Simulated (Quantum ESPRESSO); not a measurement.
The system is CdSe.

```
Cd Se
1.0
     0.00000    3.07027    3.07027
     3.07027    0.00000    3.07027
     3.07027    3.07027    0.00000
Cd Se
1 1
Direct
  0.00000 0.00000 0.00000
  0.25000 0.25000 0.25000
```

Measurements of this composition are mostly on another form, of space group No. 186.

| Item | Value |
| --- | --- |
| Program | Quantum ESPRESSO 7.5 |
| Task | phonons |
| Functional | LDA |
| Potentials or basis | GBRV 1.5 LDA |
| Cutoff | 612 eV |
| Density cutoff | 4898 eV |
| k mesh | 4 × 4 × 4, shifted |
| Occupations | fermi-dirac, width 0.05 eV |
| Spin | no spin polarisation |
| Target pressure | 8 GPa |
| Form of the LDA correlation | PZ81 |
| Mixing beta | 0.5 |
| Most SCF iterations | 120 |
| SCF threshold | 4e-10 Ry |

The cell and the atoms were relaxed first at 8 GPa, to 24.36 Å³/atom (a = 4.100 Å, b = 4.100 Å, c = 4.100 Å, α = 60.00°, β = 60.00°, γ = 60.00°), and the response was taken there.

The first run showed a gap, so the response started from a second, tighter run with fixed occupations.

Q: What is the highest optical frequency at the zone centre, leaving out the macroscopic field of polar modes?

A: 212 cm⁻¹, a mode of symmetry T2 (IR and Raman). With the field the highest mode lies at 238 cm⁻¹.

Optical modes at Γ, degenerate ones joined, polar ones without the macroscopic field:
```csv
cm⁻¹,components,symmetry,active in,"IR intensity, summed ((D/Å)²/amu)"
212,3,T2,IR and Raman,6.49
```

Zone-centre frequencies without and with the macroscopic field along z (cm⁻¹):
```
                optical modes in rising order
       without                    212 212 212
with the field                    212 212 238
```

Born effective charge tensors (e):
atom 1, Cd
```
2.07 0.00 0.00
0.00 2.07 0.00
0.00 0.00 2.07
```
atom 2, Se
```
-2.10  0.00  0.00
 0.00 -2.10  0.00
 0.00  0.00 -2.10
```

Electronic dielectric tensor:
```
8.10 0.00 0.00
0.00 8.10 0.00
0.00 0.00 8.10
```

Static dielectric tensor, electrons and zone-centre modes:
```
10.21  0.00  0.00
 0.00 10.21  0.00
 0.00  0.00 10.21
```

Caveat: the mesh is thin for the dielectric tensor, Born charges and intensities, which usually come out too large; the volume moved by over 15 % at a fixed basis, so the end points are rough; the cell is more than 3 GPa from zero pressure, which shifts response properties.
